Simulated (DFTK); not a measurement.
Crystal: KTaO3.

```xyz
5
Lattice="3.9883 0.0000 0.0000 0.0000 3.9883 0.0000 0.0000 0.0000 3.9883" Properties=species:S:1:pos:R:3 pbc="T T T"
Ta    0.0000    0.0000    0.0000
K     1.9942    1.9942    1.9942
O     0.0000    0.0000    1.9942
O     0.0000    1.9942    0.0000
O     1.9942    0.0000    0.0000
```

* Program: DFTK 0.8.2
* Task: single point
* Functional: PBEsol
* Potentials or basis: dojo.nc.sr.pbesol.v0_4_1.standard.upf (PBEsol)
* Cutoff: 1143 eV
* k mesh: 7 × 7 × 7
* Occupations: fermi-dirac, width 0.05 eV
* Spin: no spin polarisation

On this cell: pressure -1.7 GPa; largest force zero by symmetry; band gap on the k mesh 2.21 eV, indirect (least direct gap 2.79 eV).

The same run follows on a disturbed copy (atoms moved at random, drawn with an rms of 0.05 Å):

```
Ta K O
1.0
     3.98830    0.00000    0.00000
     0.00000    3.98830    0.00000
     0.00000    0.00000    3.98830
Ta K O
1 1 3
Direct
  0.99121 0.00637 0.98683
  0.50867 0.49778 0.52255
  0.99651 0.00103 0.48991
  0.00047 0.50424 0.00177
  0.49541 0.00732 0.99587
```

What changes?

The energy moves by +10.0 meV/atom; pressure -1.5 GPa; largest force 0.562 eV/Å; band gap on the k mesh 2.21 eV, indirect (least direct gap 2.79 eV).

Forces on the atoms (eV/Å):
```
Ta   0.145 -0.072  0.307
K   -0.234  0.123 -0.496
O   -0.013  0.041  0.472
O   -0.075 -0.028 -0.191
O    0.177 -0.064 -0.092
```

Stress tensor (GPa, compression positive):
```
-1.42 -0.06  0.23
-0.06 -1.52 -0.18
 0.23 -0.18 -1.61
```

Caveats: spin-orbit coupling is left out, which moves the levels of the heavy elements; an odd mesh through Γ misses points on the zone boundary, where band edges often lie.
